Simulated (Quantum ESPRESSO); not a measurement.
Runs of Quantum ESPRESSO 7.5 on P. Symmetry: Cmce, No. 64, orthorhombic system. Conventional cell: a = 3.295 Å, b = 10.930 Å, c = 4.544 Å, α = 90.00°, β = 90.00°, γ = 90.00°. Around P (site symmetry m) lie 3 P at 2.20 to 2.25 Å. 

```tsv
task	level	potentials or basis	cutoff (eV)	form of the LDA correlation	gap on the mesh (eV)	pressure (GPa)	V0 of scaled cells (Å³/atom)	B0 (GPa)	largest force (eV/Å)
band structure	vdW-DF3-opt2	PseudoDojo 0.4.1 SR PBE standard	599	-	0.06	1.3	-	-	0.56
band structure	vdW-DF3-opt1	PseudoDojo 0.4.1 SR PBE standard	599	-	0.05	(a)	-	-	0.52
equation of state	PBE	GBRV 1.5 PBE	612	-	-	-	21.02	69	-
band structure	optB86b-vdW	PseudoDojo 0.4.1 SR PBE standard	599	-	(b)	1.6	-	-	0.54
band structure	rev-vdW-DF2	PseudoDojo 0.4.1 SR PBE standard	599	-	0.07	1.6	-	-	0.55
equation of state	LDA	GBRV 1.5 LDA	612	PZ81	-	-	19.91	80	-
```

Alike in all rows: no spin polarisation; cell as given; k mesh 8 × 8 × 6; smearing fermi-dirac 0.05 eV.

Task: Estimate the missing entries.

Result: (a) 1.0; (b) 0.09.

Caveats: the potentials were made for another functional, which shifts forces and pressure (some runs); some levels on the path didn't converge (some runs); the cell was scaled at fixed shape and fractional positions, which overstates the stiffness of a crystal with free parameters, most of all of layers and chains (some runs).

